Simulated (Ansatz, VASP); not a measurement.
One calculation of FeO, two programs

Contents of INCAR:

```
ALGO = Normal
EDIFF = 1E-6
ENCUT = 520
GGA = PE
ISIF = 2
ISMEAR = -1
ISPIN = 2
LASPH = True
LCHARG = False
LMAXMIX = 4
LORBIT = 11
LREAL = False
LWAVE = False
MAGMOM = 3 0
NBANDS = 18
NELM = 150
PREC = Accurate
SIGMA = 0.05
```

The input KPOINTS:

```
k-points
0
Gamma
  10 10 10
```

File POSCAR:

```
FeO
1.0
    2.5771616581      0.0000000000      0.0000000000
    0.0000000000      2.5771616581      0.0000000000
    0.0000000000      0.0000000000      2.5771616581
Fe O
1 1
Direct
    0.0000000000      0.0000000000      0.0000000000
    0.5000000000      0.5000000000      0.5000000000
```

The input input.yaml:

```yaml
crystal:
  lattice:
    - [2.5771616581, 0.0, 0.0]
    - [0.0, 2.5771616581, 0.0]
    - [0.0, 0.0, 2.5771616581]
  atoms:
    - { symbol: Fe, position: [0.0, 0.0, 0.0], spin: 3.0 }
    - { symbol: O, position: [0.5, 0.5, 0.5] }
hamiltonian:
  xc: pbe
  pseudopotentials: { kind: paw }
magnetization:
  spin_polarized: true
kpoints:
  mp_grid: { grid: [10, 10, 10] }
scf:
  occupations: { method: fermi_dirac, width: 0.05 }
output:
  forces: true
  stress: true
  eigenvalues: true
```

The cell comes from a database or a generator and needn't be the stable form of this composition.

Alike in both runs: task single point; functional PBE; k mesh 10 × 10 × 10; occupations fermi-dirac, width 0.05 eV; collinear spin.

|  | VASP | Ansatz |
| --- | --- | --- |
| version | VASP 6.6.1 | Ansatz 0.2.0 |
| potentials or method | VASP PAW PBE potentials, release 64 (Fe, O) | Ansatz PAW |
| plane-wave cutoff (eV) | 520 | 420 |
| valence electrons in the cell | 14 | 22 |

```tsv
	VASP	Ansatz	Ansatz less VASP
gap on the k mesh at the Fermi level (eV)	none	none	-
pressure (GPa)	19.9	19.8	-0.10
net moment per atom (μB)	1.99	1.99	+0.001
size of the moment on the site where the two differ most (μB)	3.51	3.41	-0.100
```

Site moments also hang on the region over which each program counts them. A gap of «none» marks a metal or a gap that the smearing closes. The functional is the same, so the differences come from potentials, cutoffs and numerics. The two sets of potentials don't hold the same shells in valence.

Caveats: a cell with one magnetic atom can't hold antiferromagnetic order, which such compounds often take; semilocal functionals often make such compounds metallic where correlation or magnetic order opens a gap, which also shifts bond lengths; so large a pressure means that the cell lies far from this level's equilibrium, or that cutoff or potentials fall short (VASP); the pressure holds a Pulay correction of +0.7 GPa for the finite cutoff (Ansatz).
